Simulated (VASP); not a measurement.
Here is the system:

```
CELL_PARAMETERS angstrom
      0.00000     2.24895     2.24895
      2.24895     0.00000     2.24895
      2.24895     2.24895     0.00000
ATOMIC_POSITIONS crystal
  Li 0.25000 0.25000 0.25000
  Li 0.75000 0.75000 0.75000
  O  0.00000 0.00000 0.00000
```

These are LDA (Ceperley-Alder, Perdew-Zunger), VASP's LDA PAW potentials (set 64) (plane waves; VASP) values and carry that method's errors. Run with 520 eV cut-off, 9×9×9 Γ-centred mesh, Gaussian smearing of 0.010 eV, potentials Li_sv O.

Q: Give the electronic dielectric tensor ε∞ (DFPT, local fields included).

A: 
```
2.91  0.00  0.00
0.00  2.91  0.00
0.00  0.00  2.91
```

Q: Give the Born effective charges.

A: 
```tsv
atom	Z*xx	Z*yy	Z*zz	mean
Li1	0.89	0.89	0.89	0.89
Li2	0.89	0.89	0.89	0.89
O3	-1.77	-1.77	-1.77	-1.77
```

Q: And the static tensor with the ions free?

A: 
```
6.85  0.00  0.00
0.00  6.85  0.00
0.00  0.00  6.85
```

Q: Which frequencies do the optical Γ-point modes have (no LO-TO splitting)?

A: 481 (×3), 563 (×3) cm⁻¹.

The compound is Li2O in the antifluorite structure. It was relaxed first, which changed the volume by -8 %.
